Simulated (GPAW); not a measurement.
# GaAs (F-43m) in GPAW: further runs, part 2 of 2

GPAW 26.7.0. The steps go on from the part before.

**5. Single point, PBE (strain = 0.04)**

Input file run.py:

```python
from ase.dft.bandgap import bandgap
from ase.io import read, write
from ase.units import GPa
from gpaw import GPAW, PW

atoms = read('POSCAR')

calc = GPAW(mode=PW(600),
            xc='PBE',
            kpts={'size': (8, 8, 8), 'gamma': True},
            occupations={'name': 'fermi-dirac', 'width': 0.05},
            nbands=11,
            convergence={'density': 1e-05, 'energy': 1e-05},
            maxiter=150,
            txt='gpaw.txt')
atoms.calc = calc
energy = atoms.get_potential_energy()
forces = atoms.get_forces()
stress = atoms.get_stress()
calc.write('gs.gpw')
write('result.traj', atoms)
print(f'Energy: {energy:.6f} eV')
print('Forces (eV/A):')
print(forces.round(4))
print('Stress (GPa):', (stress / GPa).round(3))
print('Fermi level:', round(calc.get_fermi_level(), 4), 'eV')
print(f'Gap: {bandgap(calc)[0]:.4f} eV, direct: {bandgap(calc, direct=True)[0]:.4f} eV')
```

Input file POSCAR:

```
GaAs
1.0
    0.0000000000      2.8268500000      2.8268500000
    2.9399240000      0.0000000000      2.8268500000
    2.9399240000      2.8268500000      0.0000000000
As Ga
1 1
Direct
    0.7500000000      0.7500000000      0.7500000000
    0.0000000000      0.0000000000      0.0000000000
```

Potentials or basis: GPAW PAW data sets (gpaw-data 1.2.1), pw.

Started as:

```bash
> OMP_NUM_THREADS=1 python run.py
```

gpaw.txt:

```text
__  _  _
 | _ |_)|_||  |
 |__||  | ||/\| - 26.7.0

Input parameters:
  mode=PW(ecut=600.0),
  convergence={'density': 1e-05, 'energy': 1e-05},
  kpts=MonkhorstPack(size=(8, 8, 8), gamma=True),
  maxiter=150,
  nbands=11,
  occupations=Occupations(name='fermi-dirac', width=0.05),
  xc=XC(name='PBE')

Diagonalizing LCAO Hamiltonian
Converting LCAO to pw mode

                     As

       Ga

Atoms  # Å, Bohr magnetons
|   | symbol |        x |        y |        z |    initial magnetic moments |
|---|--------|----------|----------|----------|-----------------------------|
| 0 |     As | 4.409886 | 4.240275 | 4.240275 | ( 0.0000,  0.0000,  0.0000) |
| 1 |     Ga | 0.000000 | 0.000000 | 0.000000 | ( 0.0000,  0.0000,  0.0000) |

Unit cell  # Å
| periodic |        x |        y |        z |  lengths |    angles |
|----------|----------|----------|----------|----------|-----------|
|      yes | 0.000000 | 2.826850 | 2.826850 | 3.997770 | 58.694555 |
|      yes | 2.939924 | 0.000000 | 2.826850 | 4.078509 | 60.652722 |
|      yes | 2.939924 | 2.826850 | 0.000000 | 4.078509 | 60.652722 |

Number of symmetries: 8
Symmetry operations  # r_c * U_cc + t_c -> r_c
|   | kind |            matrix            |
|---|------|------------------------------|
| 0 |  E   |  1, 0, 0,  0, 1, 0,  0, 0, 1 |
| 1 |  σ   |  1, 0, 0,  0, 0, 1,  0, 1, 0 |
| 2 |  C2  |  0, 1,-1,  1, 0,-1,  0, 0,-1 |
| 3 |  S4  |  0, 1,-1,  0, 0,-1,  1, 0,-1 |
| 4 |  S4  |  0,-1, 1,  1,-1, 0,  0,-1, 0 |
| 5 |  C2  |  0,-1, 1,  0,-1, 0,  1,-1, 0 |
| 6 |  σ   | -1, 0, 0, -1, 1, 0, -1, 0, 1 |
| 7 |  C2  | -1, 0, 0, -1, 0, 1, -1, 1, 0 |

BZ-sampling:
  Number of BZ points: 512
  Number of IBZ points: 59

  Monkhorst-Pack size: [8, 8, 8]
  Monkhorst-Pack shift: [0.0625, 0.0625, 0.0625]

K-points  # in reciprocal-cell coordinates
|     |                                coordinates |     weight |
|-----|--------------------------------------------|------------|
|   0 | (  0.00000000,   0.00000000,   0.00000000) | 0.00195312 |
|   1 | (  0.00000000,   0.12500000,   0.12500000) | 0.00390625 |
|   2 | (  0.00000000,   0.25000000,   0.25000000) | 0.00390625 |
|   3 | (  0.00000000,   0.37500000,   0.37500000) | 0.00390625 |
|   4 | (  0.00000000,   0.50000000,   0.50000000) | 0.00195312 |
|   5 | (  0.12500000,   0.12500000,   0.00000000) | 0.00781250 |
|   6 | (  0.12500000,   0.12500000,   0.12500000) | 0.01562500 |
|   7 | (  0.12500000,   0.25000000,   0.12500000) | 0.01562500 |
|   8 | (  0.12500000,   0.25000000,   0.25000000) | 0.01562500 |
|   9 | (  0.12500000,   0.37500000,   0.25000000) | 0.01562500 |
| ... |                                            |            |
|  58 | (  0.50000000,   0.50000000,   0.50000000) | 0.00781250 |

Plane wave coefficients: 1596
Cutoff: 600.0 eV

Spin-components: 1 (collinear spins)
Bands:           11
Projectors:      10
Spin-degeneracy: 2
Datatype:        complex128

Parallelization:
  kpt:    1
  domain: 1
  band:   1

Density:
  Valence electrons: 8.0
  Components: 1
  Grid points: [24 24 24]
  Charge: 0.0  # |e|

Potential:
  Grid points: [24 24 24]

species:
  As:
    name:    Arsenic
    Z:       33.0
    valence: 5
    core:    28
    charge:  0.0  # [|e|]
    compensation charges:
      type: gauss
      rc: 0.33  # [Å]
      lmax: 2
    cutoffs:
      filter: 1.87  # [Å]
      core: 2.96  # [Å]
    projectors
    | kind |    occ | energy [eV] | rcut [Å] |
    |------|--------|-------------|----------|
    |   4s |  2.000 |     -14.487 |    1.058 |
    |   4p |  3.000 |      -5.196 |    1.058 |
    |    s |        |      12.725 |    1.058 |
    |    p |        |      22.016 |    1.058 |
    |    d |        |       0.000 |    1.058 |

    Using partial waves for As as LCAO basis

  Ga:
    name:    Gallium
    Z:       31.0
    valence: 3
    core:    28
    charge:  0.0  # [|e|]
    compensation charges:
      type: gauss
      rc: 0.37  # [Å]
      lmax: 2
    cutoffs:
      filter: 2.06  # [Å]
      core: 4.17  # [Å]
    projectors
    | kind |    occ | energy [eV] | rcut [Å] |
    |------|--------|-------------|----------|
    |   4s |  2.000 |      -8.945 |    1.164 |
    |   4p |  1.000 |      -2.580 |    1.164 |
    |    s |        |      18.266 |    1.164 |
    |    p |        |      24.631 |    1.164 |
    |    d |        |       0.000 |    1.164 |

    Using partial waves for Ga as LCAO basis

Reference energy: -114387.645129  # eV

eigensolver:
  PPCG
  Converge bands: occupied
  niter=2

density mixing:
  MSR1-Mixer
  Pratt-step length: 0.05
  Maximum mixing coefficient: 0.75
  Old densities: 10
  SVD Regularization: 0.005
  Good broyden scale: 1.0
  Trust region scale: 1.0
  Backstep threshold: 4.0
  History deletion threshold: 6.0
  Fourier metric: weight=20.0, sigma=0.015

occupation numbers:
  Fermi-Dirac:
    width: 0.0500  # eV

poisson solver:
  ecut: 4800.0  # eV

xc functional:
  name: PBE with 2 nearest neighbor stencil

convergence criteria:
- Maximum integral of absolute [dens]ity change: 1e-05 electrons / valence electron
- Maximum [total energy] change in last 3 cyles: 1e-05 eV / valence electron
- Maximum integral of absolute [eigenst]ate change: 4e-08 eV^2 / valence electron
maximum number of iterations: 150

SCF iterations
|iter     | |      energy | eigst |  dens |
|---------|-|-------------|-------|-------|
|iter:   1| |   -8.336966 | -0.67 |       |
|iter:   2| |   -8.319904 | -3.02 | -0.90 |
|iter:   3| |   -8.250069 | -2.26 | -0.93 |
|iter:   4| |   -8.251610 | -3.90 | -1.53 |
|iter:   5| |   -8.251783 | -4.72 | -2.05 |
|iter:   6| |   -8.251800 | -6.05 | -2.82 |
|iter:   7| |   -8.251801c| -7.47c| -3.56 |
|iter:   8| |   -8.251801c| -8.54c| -4.14 |
|iter:   9| |   -8.251801c| -9.21c| -5.36c|

Converged in 9 steps
Energy contributions relative to reference atoms: (reference = -114387.645129)

Energy contributions:
  Kinetic:          21.832508
  Coulomb:         -19.542298
  Zero:              0.018468
  External:          0.000000
  Xc:              -10.560367
  Entropy:          -0.000224
  Spinorbit:         0.000000
  ----------------------------
  Free energy:      -8.251913
  Extrapolated:     -8.251801

dipole moment: (-11.503334, -11.060898, -11.060898)  # |e|*Ang

Fermi level: 4.722
Eigenvalues  # (at kpt = [0.000, 0.000, 0.000])
| band index |      eig [eV] | occ [0-2] |
|------------|---------------|-----------|
|          0 |        -7.897 |     2.000 |
|          1 |         4.367 |     1.998 |
|          2 |         4.600 |     1.842 |
|          3 |         4.600 |     1.842 |
|          4 |         4.800 |     0.351 |
|          5 |         8.254 |     0.000 |
|          6 |         8.254 |     0.000 |
|          7 |         8.361 |     0.000 |
|          8 |        12.053 |     0.000 |
|          9 |        14.123 |     0.000 |
|         10 |        15.412 |     0.000 |

Gap: 0.200 eV
Transition (v -> c):
  (s=0, k=0, n=3, [0.00, 0.00, 0.00]) -> (s=0, k=0, n=4, [0.00, 0.00, 0.00])
No difference between direct/indirect transitions

Forces  # eV/Ang
|       x |        y |        z |
|---------|----------|----------|
| 0.00000 |  0.00000 | -0.00000 |  # As   0
| 0.00000 | -0.00000 |  0.00000 |  # Ga   1

Stress tensor  # eV/Ang^3
|        x |         y |         z |
|----------|-----------|-----------|
| 0.001514 |  0.000000 |  0.000000 |
| 0.000000 | -0.013446 |  0.000000 |
| 0.000000 |  0.000000 | -0.013446 |

# Writing to gs.gpw (mode='')
```

Run time: 15 s. Hardware: 1 thread of Arm Neoverse V2, shared host; peak memory 0.17 GiB.

What came out:

```
Free energy            : -8.2519 eV
Pressure               : 1.4 GPa
Band gap on the k mesh : 0.20 eV, direct
```

Levels at points of the mesh, in eV from the valence-band top:
```csv
k point,band 1,band 2,band 3,band 4,band 5,band 6,band 7
"(0.00, 0.00, 0.00)",-12.50,-0.23,0.00,0.00,0.20,3.65,3.65
"(0.00, 0.50, 0.50)",-10.38,-6.83,-2.43,-2.43,1.63,1.86,9.81
"(0.50, 0.50, 0.00)",-10.25,-6.61,-2.69,-2.67,1.40,1.50,9.63
"(0.50, 0.50, 0.50)",-10.96,-6.47,-1.31,-0.99,0.83,4.48,4.71
```

Caveat: the density grid can change from cell to cell, which puts small steps into energies and stress.

**6. The runs side by side**

```csv
level,potentials or basis,cell,k mesh,cutoff (eV),maxiter,convergence,gap on the mesh (eV),pressure (GPa)
LDA,"the program's PAW data sets (release 1.2.1) made for this functional, pw",as given,7 × 7 × 7,450,120,default,0.36,-0.9
PBE,"GPAW PAW data sets (gpaw-data 1.2.1), pw",strain = 0.02,8 × 8 × 8,600,150,-,0.39,2.8
PBE,"GPAW PAW data sets (gpaw-data 1.2.1), pw",strain = 0.04,8 × 8 × 8,600,150,-,0.20,1.4
```

Alike in all rows: task single point; no spin polarisation; smearing fermi-dirac 0.05 eV.

Caveats: the density grid can change from cell to cell, which puts small steps into energies and stress (some runs); the cutoff is short for stress and forces, so pressures can be off by a GPa or more (some runs).

Absolute energies hang on the potentials; compare differences alone.

**7. How close it comes**

Step 3. Against the measured gap of GaAs, 1.418 eV (direct; 300 K; “Evidence of valence band perturbations in GaAsN/GaAs(001): A combined variable-angle spectroscopic ellipsometry and modulated photoreflectance investigation”, 2008, arxiv:0805.2212), the calculated 0.36 eV is off by -1.06 eV. So large a miss can be the level of theory's own, or it may mean another phase, state or a wrong row. 3 values of this kind are on record (1.412 to 1.51 eV); this one was drawn at random among those near their median, those with a stated uncertainty first. Spin-orbit coupling on As, Ga is left out. The value is that of LDA, without temperature or zero-point motion. Semilocal functionals fall short of measured gaps as a rule.
